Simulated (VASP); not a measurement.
# Which native defect does SiNi3 form most easily?, part 6 of 6

Which native defect is cheapest in SiNi3, and how does that change with the growth condition? The start is a cell from a database of measured crystal structures.

VASP 6.6.1, plane waves and PAW; the level of theory is named at each step.

So far, formation energy of the neutral defect (eV): step 7 (this defect's formation energies, 31 atoms, defect vacancy …) 1.51; step 9 (Si7Ni24, element Si, defect Si vacancy) 3.55.

The database entry behind the starting cell differs from later determinations by our own check (an axis about 0.9 % long against later determinations), so it need not match the best structure at ambient conditions.

**11. This defect's formation energies, 32 atoms, defect substitution, element Si**

This step: point defect, PBE; plane waves and PAW (VASP 6.6.1).

This step runs nothing: it gathers the runs above.

Formation energy:

```tsv
formation energy (eV)	largest move (Å)
2.402	0.01571
```

The formation energy is the energy of the relaxed defect cell less that of the perfect cell, with each removed atom booked to its reference and each added atom taken from it.

References, in eV an atom: Ni -5.483 (crystal Fm-3m) and Si -5.422 (crystal Fd-3m). They were run at the supercell's cutoff and functional, without U, and count both elements from their own phases.

The formation energy is 2.402 eV, and the largest move of an atom 0.02 Å.

**12. The defect cell, 32 atoms, defect Si on the Ni site**

This step: PBE, spin-polarised from a ferromagnetic start; plane waves and PAW (Si, Ni) (VASP 6.6.1).

System of this step: Si9Ni23. The cell holds 32 atoms: 9 Si and 23 Ni. Its edges and angles: a = 7.006 Å, b = 7.006 Å, c = 7.006 Å, α = 90.0°, β = 90.0°, γ = 90.0°. It derives from SiNi3. Nearest the centre at fractional (0.250, 0.250, 0.000): Si1 at 0.00 Å, Ni30 at 2.48 Å, Ni20 at 2.48 Å, Ni18 at 2.48 Å, Ni26 at 2.48 Å, Si2 at 2.48 Å, Si4 at 2.48 Å, Si6 at 2.48 Å.

INCAR

```
SYSTEM = Si9Ni23
PREC = Normal
ENCUT = 300
EDIFF = 1E-05
NELM = 120
ISMEAR = 1
SIGMA = 0.2
LREAL = Auto
ALGO = Fast
GGA = PE
NBANDS = 160
ISPIN = 2
MAGMOM = 0 0 0 0 0 0 0 0 0 1 1 1 1 1 1 1 1 1 1 1 1 1 1 1 1 1 1 1 1 1 1 1
LASPH = .TRUE.
LMAXMIX = 4
LORBIT = 11
LWAVE = .FALSE.
LCHARG = .TRUE.
KPAR = 4
NCORE = 2
IBRION = 2
NSW = 50
ISIF = 2
EDIFFG = -0.03
POTIM = 0.4
MAXMIX = 40
ISYM = 2
```

POSCAR

```
Si9Ni23
1.0
    7.0061870298      0.0000000000      0.0000000000
    0.0000000000      7.0061870298      0.0000000000
    0.0000000000      0.0000000000      7.0061870298
Si Ni
9 23
Direct
    0.2500000000      0.2500000000      0.0000000000
    0.0000000000      0.0000000000      0.0000000000
    0.0000000000      0.0000000000      0.5000000000
    0.0000000000      0.5000000000      0.0000000000
    0.0000000000      0.5000000000      0.5000000000
    0.5000000000      0.0000000000      0.0000000000
    0.5000000000      0.0000000000      0.5000000000
    0.5000000000      0.5000000000      0.0000000000
    0.5000000000      0.5000000000      0.5000000000
    0.2500000000      0.2500000000      0.5000000000
    0.2500000000      0.7500000000      0.0000000000
    0.2500000000      0.7500000000      0.5000000000
    0.7500000000      0.2500000000      0.0000000000
    0.7500000000      0.2500000000      0.5000000000
    0.7500000000      0.7500000000      0.0000000000
    0.7500000000      0.7500000000      0.5000000000
    0.2500000000      0.0000000000      0.2500000000
    0.2500000000      0.0000000000      0.7500000000
    0.2500000000      0.5000000000      0.2500000000
    0.2500000000      0.5000000000      0.7500000000
    0.7500000000      0.0000000000      0.2500000000
    0.7500000000      0.0000000000      0.7500000000
    0.7500000000      0.5000000000      0.2500000000
    0.7500000000      0.5000000000      0.7500000000
    0.0000000000      0.2500000000      0.2500000000
    0.0000000000      0.2500000000      0.7500000000
    0.0000000000      0.7500000000      0.2500000000
    0.0000000000      0.7500000000      0.7500000000
    0.5000000000      0.2500000000      0.2500000000
    0.5000000000      0.2500000000      0.7500000000
    0.5000000000      0.7500000000      0.2500000000
    0.5000000000      0.7500000000      0.7500000000
```

KPOINTS

```
Automatic mesh
0
Monkhorst-Pack
3 3 3
0 0 0
```

The projector-augmented-wave data sets are Si and Ni (PBE family, release 64).

Run with:

```sh
$ mpirun -np 8 vasp_std
```

Log:

```text
[banner, memory and clock lines left out]
running    8 mpi-ranks, on    1 nodes
[...]
LDA part: xc-table for (Slater+PW92), standard interpolation
 POSCAR, INCAR and KPOINTS ok, starting setup
[...]
entering main loop
       N       E                     dE             d eps       ncg     rms          rms(c)
DAV:   1     0.172692035189E+04    0.17269E+04   -0.76372E+04  3840   0.144E+03
DAV:   2    -0.865411624721E+01   -0.17356E+04   -0.16693E+04  3840   0.376E+02
DAV:   3    -0.205097296627E+03   -0.19644E+03   -0.17414E+03  3880   0.147E+02
DAV:   4    -0.215506019488E+03   -0.10409E+02   -0.10099E+02  4640   0.338E+01
[...]
RMM:  19    -0.188863176113E+03    0.11516E-03   -0.92016E-04  4035   0.111E-01    0.523E-02
RMM:  20    -0.188863204912E+03   -0.28799E-04   -0.42011E-04  4552   0.434E-02    0.309E-02
RMM:  21    -0.188863204226E+03    0.68586E-06   -0.32262E-05  2499   0.201E-02
   1 F= -.18886320E+03 E0= -.18886657E+03  d E =-.188863E+03  mag=    -0.0008
[... from here on, the cycles between the ionic steps are left out ...]
   2 F= -.18915311E+03 E0= -.18915716E+03  d E =-.289904E+00  mag=     0.0000
   3 F= -.18932275E+03 E0= -.18932740E+03  d E =-.459548E+00  mag=     0.0005
   4 F= -.18932324E+03 E0= -.18932791E+03  d E =-.460031E+00  mag=    -0.0001
   5 F= -.18935371E+03 E0= -.18935794E+03  d E =-.304701E-01  mag=    -0.0008
   6 F= -.18936581E+03 E0= -.18936955E+03  d E =-.425785E-01  mag=    -0.0006
   7 F= -.18936589E+03 E0= -.18936967E+03  d E =-.426545E-01  mag=    -0.0000
   8 F= -.18937136E+03 E0= -.18937545E+03  d E =-.546904E-02  mag=     0.0011
   9 F= -.18937140E+03 E0= -.18937552E+03  d E =-.551507E-02  mag=     0.0000
  10 F= -.18937176E+03 E0= -.18937592E+03  d E =-.352263E-03  mag=     0.0001
 trial-energy change:   -0.000352  1 .order   -0.000330   -0.000554   -0.000105
 step:   2.0072(harm=  2.0072)  dis= 0.00231  next Energy=  -189.371747 (dE=-0.342E-03)
 reached required accuracy - stopping structural energy minimisation
```

The job ended after 4.4 min (8 MPI ranks of Intel Xeon Platinum 8375C at 2.90GHz (Ice Lake), shared host; peak memory 2.2 GiB; 35 min of CPU time).

OUTCAR, selected parts (step 12):

```text
  Total        5.2146513      5.2146513     -1.2029949      0.0000000      0.0000000      0.0000000
  in kB       24.2935328     24.2935328     -5.6044009      0.0000000      0.0000000      0.0000000
  external PRESSURE =      14.3275549 kB  Pullay stress =       0.0000000 kB

 POSITION                                       TOTAL-FORCE (eV/Angst)
 -----------------------------------------------------------------------------------
      1.75155      1.75155      0.00000        -0.000000      0.000000      0.000000
      6.91583      6.91583      0.00000        -0.002980     -0.002980     -0.000000
      0.01385      0.01385      3.50309         0.005336      0.005336      0.000000
      6.91583      3.59346      0.00000        -0.002980      0.002980     -0.000000
      0.01385      3.48924      3.50309         0.005336     -0.005336     -0.000000
      3.59346      6.91583      0.00000         0.002980     -0.002980     -0.000000
      3.48924      0.01385      3.50309        -0.005336      0.005336     -0.000000
      3.59346      3.59346      0.00000         0.002980      0.002980      0.000000
      3.48924      3.48924      3.50309        -0.005336     -0.005336     -0.000000
      1.75155      1.75155      3.50309        -0.000000      0.000000      0.000000
      1.75155      5.25464      0.00000        -0.000000      0.000000      0.000000
      1.75155      5.25464      3.50309        -0.000000      0.000000      0.000000
      5.25464      1.75155      0.00000        -0.000000      0.000000      0.000000
      5.25464      1.75155      3.50309        -0.000000      0.000000      0.000000
[...]
-----------------------------------------------------------------------------------
    total drift:                                0.000000      0.000000      0.000000

  FREE ENERGIE OF THE ION-ELECTRON SYSTEM (eV)
  ---------------------------------------------------
  free  energy   TOTEN  =      -189.3717570537 eV

  energy  without entropy=     -189.3842570617  energy(sigma->0) =     -189.37592372

 magnetization (x)
# of ion       s       p       d       tot
------------------------------------------
    1       -0.000  -0.000   0.000  -0.000
    2       -0.000  -0.000   0.000  -0.000
    3        0.000  -0.000   0.000   0.000
    4       -0.000  -0.000   0.000  -0.000
    5        0.000  -0.000   0.000   0.000
    6       -0.000  -0.000   0.000  -0.000
    7        0.000  -0.000   0.000   0.000
    8       -0.000  -0.000   0.000  -0.000
    9        0.000  -0.000   0.000   0.000
   10       -0.000  -0.000  -0.000  -0.000
   11        0.000   0.000  -0.000  -0.000
   12       -0.000  -0.000   0.000   0.000
   13        0.000   0.000  -0.000  -0.000
[...]
--------------------------------------------------
tot          0.000  -0.000   0.000   0.000

[... 2 parts as in an earlier step ...]

[... 2 further parts left out ...]
[key lines of the parts left out:]
E-fermi :  11.0972
```

The steps of the relaxation:

```tsv
step	energy less that of the first step (eV)	largest force (eV/Å)
1	0.0000	1.2899
2	-0.2899	0.7584
3	-0.4595	0.2108
4	-0.4600	0.2059
5	-0.4905	0.1603
6	-0.5026	0.1036
7	-0.5027	0.1093
8	-0.5082	0.0403
9	-0.5082	0.0339
10	-0.5086	0.0075
```

The atoms that moved most (Å):

```tsv
atom	dx	dy	dz	length
Si2	-0.090	-0.090	0.000	0.128
Si4	-0.090	0.090	0.000	0.128
Si8	0.090	0.090	0.000	0.128
Si6	0.090	-0.090	0.000	0.128
Ni25	0.018	0.000	-0.077	0.079
Ni17	0.000	0.018	-0.077	0.079
Ni19	0.000	-0.018	-0.077	0.079
Ni29	-0.018	0.000	-0.077	0.079
```

The relaxed structure:

```xyz
32
Lattice="7.0062 0.0000 0.0000 0.0000 7.0062 0.0000 0.0000 0.0000 7.0062" Properties=species:S:1:pos:R:3 pbc="T T T"
Si    1.7515    1.7515    0.0000
Si   -0.0904   -0.0904    0.0000
Si    0.0139    0.0139    3.5031
Si   -0.0904    3.5935    0.0000
Si    0.0139    3.4892    3.5031
Si    3.5935   -0.0904    0.0000
Si    3.4892    0.0139    3.5031
Si    3.5935    3.5935    0.0000
Si    3.4892    3.4892    3.5031
Ni    1.7515    1.7515    3.5031
Ni    1.7515    5.2546    0.0000
Ni    1.7515    5.2546    3.5031
Ni    5.2546    1.7515    0.0000
Ni    5.2546    1.7515    3.5031
Ni    5.2546    5.2546    0.0000
Ni    5.2546    5.2546    3.5031
Ni    1.7515    0.0185    1.6746
Ni    1.7515    0.0185    5.3316
Ni    1.7515    3.4846    1.6746
Ni    1.7515    3.4846    5.3316
Ni    5.2546    0.0082    1.7758
Ni    5.2546    0.0082    5.2303
Ni    5.2546    3.4949    1.7758
Ni    5.2546    3.4949    5.2303
Ni    0.0185    1.7515    1.6746
Ni    0.0185    1.7515    5.3316
Ni    0.0082    5.2546    1.7758
Ni    0.0082    5.2546    5.2303
Ni    3.4846    1.7515    1.6746
Ni    3.4846    1.7515    5.3316
Ni    3.4949    5.2546    1.7758
Ni    3.4949    5.2546    5.2303
```

The run ended after 10 ionic steps, 0.509 eV below its first step, once the forces on the free atoms met EDIFFG = -0.03.

The 12 first neighbours (Ni and Si) lie 2.48 Å from the site in the perfect crystal and 2.47 Å on average from the atom on it after the relaxation (-0.1 %, spread from 2.41 to 2.60 Å).

**13. This defect's formation energies, 32 atoms, defect substitution, element Ni**

This step: point defect, PBE; plane waves and PAW (VASP 6.6.1).

Derived from the runs above.

Formation energy:

```tsv
formation energy (eV)	largest move (Å)
0.1827	0.1278
```

The formation energy is the energy of the relaxed defect cell less that of the perfect cell, with each removed atom booked to its reference and each added atom taken from it.

References, in eV an atom: Ni -5.483 (crystal Fm-3m) and Si -5.422 (crystal Fd-3m). They were run at the supercell's cutoff and functional, without U, and count both elements from their own phases.

The formation energy is 0.183 eV, and the largest move of an atom 0.13 Å.

**14. All defects in both limits**

This step: native point defects, PBE; plane waves and PAW (VASP 6.6.1).

No new run; the numbers come from the runs before.

Neutral cells; the limits come from the host's formation enthalpy alone. Formation energies:

```tsv
defect	charge	formation energy, Ni-rich (eV)	formation energy, Si-rich (eV)	moment (μB)
Ni vacancy	0	1.508	0.898	0.001043
Si vacancy	0	1.716	3.546	3.497
Ni on the Si site	0	0.572	3.012	-0.006936
Si on the Ni site	0	2.013	-0.427	-9.48e-4
```

**15. Outcome**

```json
{
  "host formation enthalpy": "-0.457 eV/atom"
}
```

What this shows: In the Ni-rich limit the cheapest defect is the Ni on the Si site, at 0.57 eV. In the Si-rich limit the cheapest defect is the Si on the Ni site, at -0.43 eV. A negative value means that the stoichiometric crystal is not stable at this limit, which then lies outside its range. The supercell of 32 atoms is small. Potential shifts are not applied, only the charges listed were run, and a negative energy means that the Fermi level can't reach that place or the limit lies outside the host's range, or that the host's structure gives way. Each defect was run on one site, no other kinds were tried, and all belong to one structure, the phase of space group Pm-3m. The limits are set by the pure elements; where other compounds of the two lie between, the true range is narrower and the order of defects can differ.

[Lines on the potential files, build, host, timing and source positions are cut from VASP's logs without a mark.]

[Logs are printed without paths, hosts, clocks, repeated set-up lines and the standing remarks that a program may print on its own settings, such as how far it seeks lower states.]

[Hosts, paths, dates, database ids (printed as entryN), source tags and the programs' standing remarks are cut or masked in the printed files.]

[In band tables of VASP the shares of atoms and orbitals are scaled to a sum of 1 inside the atoms' spheres.]

[Runs that stopped without an error message from VASP are left out.]
